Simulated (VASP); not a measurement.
Here is a VASP 6.6.1 calculation.

File INCAR:

```
PREC = Accurate
ENCUT = 520
EDIFF = 1E-6
ISMEAR = 0
SIGMA = 0.011
LREAL = False
LASPH = True
NELM = 100
ALGO = Normal
ISIF = 2
LWAVE = False
LCHARG = False
GGA = PE
NBANDS = 25
```

The input KPOINTS:

```
Automatic mesh
0
Gamma
  10 10 5
```

File POSCAR:

```
CuO
1.0
    2.3418500000     -1.7113000000      0.0000000000
    2.3418500000      1.7113000000      0.0000000000
   -0.8500274268      0.0000000000      5.0578693947
Cu O
2 2
Direct
    0.5000000000      0.0000000000      0.5000000000
    0.0000000000      0.5000000000      0.0000000000
    0.4184000000      0.5816000000      0.7500000000
    0.5816000000      0.4184000000      0.2500000000
```

Potentials or basis: VASP PAW PBE potentials, release 64 (Cu, O).

The run is started by

```console
$ cat potpaw_PBE.64/Cu/POTCAR potpaw_PBE.64/O/POTCAR > POTCAR
$ mpirun -np 1 vasp_std > vasp.out
```

Problem. Estimate the band gap on the k mesh.

Solution. None (metal or under the smearing width).

Problem. What does it give for the largest force?

Solution. 0.220 eV/Å.

Problem. Predict the pressure.

Solution. 6.4 GPa.

Stress tensor (GPa, compression positive):
```
 6.38  0.00 -1.37
 0.00  7.25  0.00
-1.37  0.00  5.65
```

Caveat: the run has no spin polarisation, though such a crystal can be magnetic; semilocal functionals often make such compounds metallic where correlation or magnetic order opens a gap, which also shifts bond lengths. With open d or f shells a metallic result of PBE can be an artefact of self-interaction; +U or a hybrid may open a gap.
